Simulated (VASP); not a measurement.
# Si: optical spectrum of independent particles, by functional

Si, Fd-3m (no. 227), 2 atoms in the cell.

| Functional | ε at zero frequency, electronic | Mean energy of the absorption, weighted by Im ε (eV) | Refractive index at 1064 nm | Direct gap on the mesh (eV) | Time (s) |
|---|---|---|---|---|---|
| PBE | 14.64 | 4.38 | 4.04 | 2.56 | 4.1 |
| LDA | 15.46 | 4.27 | 4.17 | 2.52 | 3.4 |
| PBEsol | 15.35 | 4.29 | 4.14 | 2.52 | 4.4 |
| r2SCAN | 12.67 | 4.80 | 3.71 | 2.76 | 10 |
| TB-mBJ | 10.75 | 5.12 | 3.39 | 3.20 | 13 |
| TPSS | 13.69 | 4.55 | 3.88 | 2.72 | 13 |

Limits: rows 1, 2, 3, 4, 6: the 8×8×8 mesh is coarse for a spectrum: peaks stand apart that a denser mesh merges, and ε at zero frequency can be far too high; the pull between electron and hole is left out; rows 1, 2, 3, 4, 6: the onset follows the functional's gap, which semilocal functionals usually make too small; row 5: the 8×8×8 mesh is coarse for a spectrum: peaks stand apart that a denser mesh merges.

## Input of the first row

INCAR:
```
PREC = Accurate
ENCUT = 290
ISMEAR = 0
SIGMA = 0.02
EDIFF = 1E-7
LASPH = T
KPAR = 4
LWAVE = T
LCHARG = F
LOPTICS = T
ALGO = Normal
NBANDS = 20
NEDOS = 2000
CSHIFT = 0.1
GGA = PE
```

KPOINTS:
```
k-points
0
Gamma
  8 8 8
```

POSCAR:
```
Si
1.0
    0.0000000000      2.7218511865      2.7218511865
    2.7218511865      0.0000000000      2.7218511865
    2.7218511865      2.7218511865      0.0000000000
Si
2
Direct
    0.5000000000      0.5000000000      0.5000000000
    0.7500000000      0.7500000000      0.7500000000
```

Commands:
```
cat potpaw_PBE.64/Si/POTCAR > POTCAR
mpirun -np 4 vasp_std > vasp.out
```

Changes of the last row against the first:
```
- GGA = PE
+ METAGGA = TPSS
+ LMIXTAU = True
```

VASP 6.6.1 took 4.1 s on 4 cores (Intel Xeon 6975P-C (Granite Rapids)), a shared host.
